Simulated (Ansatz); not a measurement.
Working through the levels without and with spin-orbit coupling of CdS, space group P6_3mc

Program: the Ansatz DFT code, driven from Python.

Interactive session:
```pycon
>>> import ansatz as az
>>> lattice = az.Lattice.of(
...     (4.15, 0.0, 0.0),
...     (-2.075, 3.594005, 0.0),
...     (0.0, 0.0, 6.737),
... )
>>> sites = [
...     ("Cd", (1 / 3, 2 / 3, 0.0)),
...     ("Cd", (2 / 3, 1 / 3, 0.5)),
...     ("S", (1 / 3, 2 / 3, 0.375)),
...     ("S", (2 / 3, 1 / 3, 0.875)),
... ]
>>> structure = az.Crystal(lattice=lattice)
>>> for symbol, position in sites:
...     structure = structure.atom(symbol, position)
...
>>> structure.resolved().sites[-1]
Site(symbol='S', position=(0.6666666666666666, 0.3333333333333333, 0.875), moment=None, axis=None, held=None, saved=None)
>>> model = structure.calculation()
>>> model = model.functional("PBEsol")
>>> model = model.kpoints(6, 6, 4, center="gamma")
>>> model = model.occupations("fixed").band_table()
>>> for label, variant in (("scalar-relativistic", model), ("spin-orbit", model.spin(soc=True))):
...     report = variant.run(threads=1, pin="off").report
...     zero = report["band_edges_ev"][0] if report.get("band_edges_ev") else report["fermi_energy_ev"]
...     near = [round(e - zero, 3) for e in report["eigenvalues_ev"][0] if abs(e - zero) < 2]
...     print(label)
...     print("  band edges (eV):", [round(e, 3) for e in report.get("band_edges_ev") or []] or "none reported")
...     print("  levels at k =", report["kpoints_frac"][0], "within 2 eV of the zero:", near)
...
DeckWarning: basis.ecutwfc = 420 eV, auto-derived from the records' recommended cutoffs: set by Cd (normal level)
scalar-relativistic
  band edges (eV): [6.627, 7.682]
  levels at k = [0.0, 0.0, 0.0] within 2 eV of the zero: [-0.768, -0.768, -0.045, -0.0, 0.0, 1.055]
spin-orbit
  band edges (eV): [6.643, 7.683]
  levels at k = [0.0, 0.0, 0.0] within 2 eV of the zero: [-0.805, -0.805, -0.764, -0.764, -0.072, -0.072, -0.017, -0.017, -0.0, 0.0, 1.04, 1.04]
```

The starting cell is as deposited in a crystallographic database; the results hold for this polymorph, which needn't be the stable one. Gaps and levels are Kohn-Sham values on a finite set of k-points. Warnings are shown shortened and without file and line. With spin-orbit coupling each level holds one electron and, with inversion or at time-reversal points, comes in pairs; a window in energy can cut a split set. The whole script took 27 s on 1 thread of Arm Neoverse V2, on a shared host, peak memory 0.67 GiB.
